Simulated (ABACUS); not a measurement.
The system is BN.

```
N B
1.0
     0.00000    1.81300    1.81300
     1.81300    0.00000    1.81300
     1.81300    1.81300    0.00000
N B
1 1
Direct
  0.25000 0.25000 0.25000
  0.00000 0.00000 0.00000
```

The cell is a database's computed one.

Base run:

- Program: ABACUS 3.10.1
- Functional: PBE
- Potentials or basis: PseudoDojo NC SR 0.4.1 PBE standard
- Cutoff: 1143 eV
- Density cutoff: 4572 eV
- Basis: plane waves
- k mesh: 13 × 13 × 13
- Occupations: fermi-dirac, width 0.05 eV
- Spin: no spin polarisation

Its results: band gap on the k mesh 4.60 eV, indirect (least direct gap 8.83 eV); pressure -0.8 GPa.

After a change of settings the same cell gave: band gap on the k mesh 4.62 eV, indirect (least direct gap 8.80 eV); pressure 0.3 GPa. Which change was it?
A. potentials or basis from PseudoDojo NC SR 0.4.1 PBE standard to GBRV ultrasoft 1.5 PBE; cutoff from 1143 eV to 544 eV; density cutoff from 4572 eV to 4354 eV; k mesh from 13 × 13 × 13 to 10 × 10 × 10
B. functional from PBE to BLYP; k mesh from 13 × 13 × 13 to 10 × 10 × 10
C. cutoff from 1143 eV to 1361 eV; density cutoff from 4572 eV to 5442 eV; basis from plane waves to DZP LCAO (the cutoffs set its grid)

C.

Caveats: an odd mesh through Γ misses points on the zone boundary, where band edges often lie; the atomic orbitals were generated for these runs and aren't a published set (some runs); the basis of atomic orbitals isn't converged, which shifts pressures, moduli and gaps (some runs).

Not every run made on this cell is shown here.
